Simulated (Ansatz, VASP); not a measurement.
**BiTe: VASP beside Ansatz**

```
CELL_PARAMETERS angstrom
0.00000 3.17910 3.17910
3.17910 0.00000 3.17910
3.17910 3.17910 0.00000
ATOMIC_POSITIONS crystal
Bi 0.00000 0.00000 0.00000
Te 0.50000 0.50000 0.50000
```

Alike in both runs: task single point; functional PBEsol; k mesh 12 × 12 × 12; occupations fermi-dirac, width 0.15 eV; no spin polarisation.

|  | VASP | Ansatz |
| --- | --- | --- |
| version | VASP 6.6.1 | Ansatz 0.2.0 |
| potentials or method | VASP PAW PBE potentials, release 64 (Bi_d, Te) | scalar-relativistic, plane waves, PAW |
| plane-wave cutoff (eV) | 520 | 420 |
| valence electrons in the cell | 21 | 31 |

```csv
,VASP,Ansatz,Ansatz less VASP
gap on the k mesh at the Fermi level (eV),none,none,-
pressure (GPa),1.1,1.1,+0.01
```

A gap of «none» marks a metal or a gap that the smearing closes. The two sets of potentials don't hold the same shells in valence.

Caveats: the PAW data sets were made with another functional, which shifts forces and pressure a little (VASP); spin-orbit coupling is left out, which moves the levels of the heavy elements.
